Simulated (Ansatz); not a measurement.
Input for Ansatz (plane-wave DFT, PAW):

```yaml
crystal:
  lattice:
    - [2.4588140226, 0.0, 0.0]
    - [-1.2294070113, 8.7848638378, 0.0]
    - [0.0, 0.0, 25.8863084286]
  atoms:
    - { symbol: C, position: [0.039169795, 0.0783395899, 0.3283589092] }
    - { symbol: C, position: [0.5489622436, 0.0979244873, 0.3549610354] }
    - { symbol: C, position: [0.5685471411, 0.1370942823, 0.4081652878] }
    - { symbol: C, position: [0.0783395899, 0.1566791797, 0.4347674139] }
    - { symbol: C, position: [0.0983391528, 0.1966795219, 0.4884477367] }
    - { symbol: C, position: [0.6080958882, 0.2161929013, 0.5144630978] }
    - { symbol: C, position: [0.6288531168, 0.2577114228, 0.5695621573] }
    - { symbol: C, position: [0.1376152981, 0.275236241, 0.5927073799] }
    - { symbol: C, position: [0.4709486314, 0.9419029077, 0.5556221384] }
basis:
  ecutwfc: 420
kpoints:
  mp_grid: { grid: [12, 4, 1] }
hamiltonian:
  xc: pbesol
scf:
  occupations: { method: gaussian, width: 0.1 }
output:
  forces: true
  eigenvalues: true
  write_density: true
  write_potential: true
  elf: true
  volumetric_format: npy
relax:
  adjacent_minimum: "off"
  f_tol: 0.02
  max_steps: 25
  constraints: [{ sites: [0, 1, 2, 3, 4, 5, 6, 7] }, { site: 8, fix: xy }]
efield:
  axis: 3
  dipole_correction: true
  ramp_width: 0.04
```

Launched with
```bash
ansatz run input.yaml --threads 2 --pin off --max-ram 5120MiB --backend cpu --events-out ev --progress --plain --runs-dir out
```

Method: DFT PBEsol, scalar-relativistic, plane waves, PAW (Ansatz).

Abridged output (final results; tables in files aren't shown):

```
WARN: The output density's exchange-correlation potential varies sharply where the density is thin. Do not read a vacuum level from v_tot or v_xc, or from such a field of the output density. On a cell that repeats whose density bears no net charge and no dipole along the vacuum's axis use v_es (v_loc + v_h of the components); under efield.dipole_correction with no amplitude use v_es + v_field, which holds any external_charges[].barrier, or the levels of the report's work_function block, which leave it out; under a non-zero efield.amplitude the vacuum is tilted and has no level; on a cell that repeats and bears such a dipole with no correction it is tilted too, and efield.dipole_correction wi ...
SCF converged after 8 iterations
Free energy (F): -2206.192113 eV
Harris-Foulkes:  -2206.192113 eV  (|F-HF|=1.05e-7)
Internal energy: -2206.138658 eV  (E = F + TS)
E sigma→0 (E₀):  -2206.165385 eV
Entropy (-TS):   -0.053455 eV (-5.939 meV/atom)
Fermi energy:    -4.093602 eV
Dipole field:    D = 0.008537 V/Å  (p = 0.026379 e·Å, saw-weighted, corrected)
Work function:   Φ+ = 5.9082 eV   Φ− = 6.1292 eV
Levels:          The Fermi level and band energies are counted from a zero that moves with the ramp; work functions are not
--- Per-component energies (eV) ---
  E_band       = -434.575601
  E_kinetic    = 784.208282
  E_local      = -15535.014130  (includes V_loc(G=0)·N_el)
  E_nonlocal   = 249.442087
  E_hartree    = 7321.056073
  E_xc         = -417.534971
  E_vxc        = -517.868607  (∫ρ·V_xc dr)
  E_paw        = -855.319478  (= ΣΔE_a)
  E_vpaw       = -57.377391  (= ΣTr[D̂ρ^β])
  E_aug_tail   = 0.000063  (compensation charges beyond the density's cutoff)
  E_efield     = 0.000113  (sawtooth field / dipole correction)
  E_vefield    = -0.061435  (∫n·V_field dr)
  E_ewald      = 6246.833399
  E_core_change = 0.189905  (= ΣΔE_core)
  E_smearing   = -0.053455  (= −TS)
--- Forces (eV/Å), atoms counted from 1 ---
  atom   1  C      0.00000596     0.46077751     1.87159804
  atom   2  C     -0.00000088    -0.71243198    -2.80515144
  atom   3  C     -0.00000760     0.36417795     1.20177766
  atom   4  C      0.00000260     0.11728638    -0.22098092
  atom   5  C     -0.00000232    -0.23308683    -0.74956562
  atom   6  C     -0.00000076    -1.04804086     0.42296697
  atom   7  C      0.00000339     0.27129099     0.75618898
  atom   8  C     -0.00000394    -0.04617120    -0.47023703
  atom   9  C      0.00000270     0.82618235    -0.00653313
--- Band table (eV; the first three rows and the last of 26) ---
  k-point 0: bands = ["-23.2942", "-22.1421", "-20.5556", "-18.6937", "-15.2587", "-14.0550", "-12.2409", "-11.0093", "-10.3764", "-10.0890", "-9.4061", "-9.1248", "-8.5756", "-8.4524", "-7.2637", "-7.0987", "-4.7537", "-4.1521", "-4.0950", "-3.7541", "-0.8373", "0.3096", "0.3610", "1.1870", "1.6163", "1.7046", "2.0551"]
  k-point 1: bands = ["-23.2942", "-22.1421", "-20.5556", "-18.6938", "-15.2587", "-14.0554", "-12.2409", "-11.0081", "-10.3763", "-10.0880", "-9.4061", "-9.1248", "-8.5766", "-8.4524", "-7.2638", "-7.0996", "-4.7526", "-4.1584", "-4.1028", "-3.7524", "-0.8401", "0.3096", "0.5257", "1.2721", "1.6113", "1.7614", "2.0295"]
  k-point 2: bands = ["-23.2942", "-22.1421", "-20.5556", "-18.6937", "-15.2588", "-14.0557", "-12.2409", "-11.0068", "-10.3762", "-10.0870", "-9.4061", "-9.1249", "-8.5777", "-8.4524", "-7.2639", "-7.1006", "-4.7517", "-4.1663", "-4.1088", "-3.7510", "-0.8429", "0.3097", "0.8101", "1.3103", "1.4190", "1.8076", "2.0155"]
  k-point 25: bands = ["-19.0352", "-19.0094", "-18.2626", "-17.4797", "-16.4119", "-16.3505", "-14.9259", "-14.8555", "-11.8641", "-11.6304", "-11.0238", "-10.7450", "-7.2986", "-6.5858", "-6.2221", "-5.6931", "-4.5692", "-4.3630", "-3.5232", "-3.3552", "-3.1955", "-2.7438", "-1.6740", "-1.3426", "-1.0522", "4.1299", "5.1805"]
--- Relaxed structure (6 steps of the walk, 6 accepted, 0 SCFs on fresh bases) ---
  F+E_penalty+E_count = -2206.19211270 eV   max|allowed force component| = 6.533e-3 eV/Å
  atoms:
    - { symbol: C, position: [0.03916979, 0.07833958, 0.32835890] }
    - { symbol: C, position: [0.54896224365, 0.09792448, 0.35496103] }
    - { symbol: C, position: [0.56854714115, 0.13709428, 0.40816528] }
    - { symbol: C, position: [0.07833958, 0.15667917, 0.43476741] }
    - { symbol: C, position: [0.09833976095, 0.19667952, 0.48844773] }
    - { symbol: C, position: [0.60809645, 0.21619290, 0.51446309] }
    - { symbol: C, position: [0.62885571, 0.25771142, 0.56956215] }
    - { symbol: C, position: [0.13761812, 0.275236241, 0.59270737] }
    - { symbol: C, position: [0.47095145, 0.94190290, 0.52312300] }
```

The relaxation met its thresholds.

It took 4.3 min on 2 threads of Intel(R) Xeon(R) Processor @ 2.50GHz (Skylake/Cascade Lake) (shared host), peak memory 0.82 GiB.